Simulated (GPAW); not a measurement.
Al:

```
CELL_PARAMETERS angstrom
0.00000 2.02481 2.02481
2.02481 0.00000 2.02481
2.02481 2.02481 0.00000
ATOMIC_POSITIONS crystal
Al 0.00000 0.00000 0.00000
```

| Item | Value |
| --- | --- |
| Program | GPAW 26.7.0 |
| Task | relaxation of cell and atoms |
| Functional | PBEsol |
| Potentials or basis | PAW data sets generated in the run's folder for this functional |
| Cutoff | 600 eV |
| Basis | pw |
| k mesh | 11 × 11 × 11 |
| Occupations | fermi-dirac, width 0.05 eV |
| Spin | no spin polarisation |

At the start: pressure -1.8 GPa; volume 16.60 Å³/atom.

**Question.** How do energy, volume and symmetry change on relaxing?

**Answer.** Over 3 steps the energy falls by 2.1 meV/atom and the volume is 16.23 Å³/atom (-2.2 %); space group Fm-3m (No. 225, to 0.05 Å).

Step by step:
```
step  energy change (eV)  largest force (eV/Å)  pressure (GPa)  volume (Å³)
   1              0.0000                0.0000           -1.78        16.60
   2             -0.0012                0.0000           -1.17        16.47
   3             -0.0021                0.0000            0.03        16.23
```

Final structure:
```
Al
1.0
     0.00000    2.00952    2.00952
     2.00952    0.00000    2.00952
     2.00952    2.00952    0.00000
Al
1
Direct
  0.00000 0.00000 0.00000
```

The cell as given is a measured one (16.60 Å³/atom); PBEsol puts the equilibrium volume -2.2 % from it, thermal expansion not counted.

Caveat: later steps reuse the first step's grids.
